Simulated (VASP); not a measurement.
A run of VASP 6.6.1 is set up as follows.

The input INCAR:

```
  PREC = Accurate
  ENCUT = 600
  EDIFF = 1E-7
  ISMEAR = 0
  SIGMA = 0.1
  LREAL = F
  LASPH = T
  NELM = 100
  ALGO = Fast
  ISIF = 3
  LWAVE = F
  LCHARG = F
  GGA = PE
  IBRION = 2
  NSW = 90
  EDIFFG = -0.04
```

The input KPOINTS:

```
Automatic mesh
0
Gamma
  3 3 4
```

Contents of POSCAR:

```
Au
1.0
    5.7763378362      0.0000000000      0.0000000000
   -2.8881689181      5.0024553070      0.0000000000
    0.0000000000      0.0000000000      4.0496901574
Au
6
Direct
    0.0000000000      0.2951400000      0.2500000000
    0.0000000000      0.7048600000      0.7500000000
    0.2951400000      0.0000000000      0.2500000000
    0.2951400000      0.2951400000      0.7500000000
    0.7048600000      0.0000000000      0.7500000000
    0.7048600000      0.7048600000      0.2500000000
```

Potentials or basis: VASP PAW PBE potentials, release 64 (Au).

The run is started by

```console
$ cat potpaw_PBE.64/Au/POTCAR > POTCAR
$ mpirun -np 1 vasp_std > vasp.out
```

(1) Predict the relaxed cell.

(2) Estimate the space group after relaxing (to 0.05 Å).

## Answers

(1) a = 5.019 Å, b = 5.019 Å, c = 4.967 Å, α = 90.00°, β = 90.00°, γ = 120.00°.

(2) P6_3/mmc (No. 194).

Caveat: the k mesh is coarse (spacing up to 0.42 Å⁻¹), so the values aren't converged.
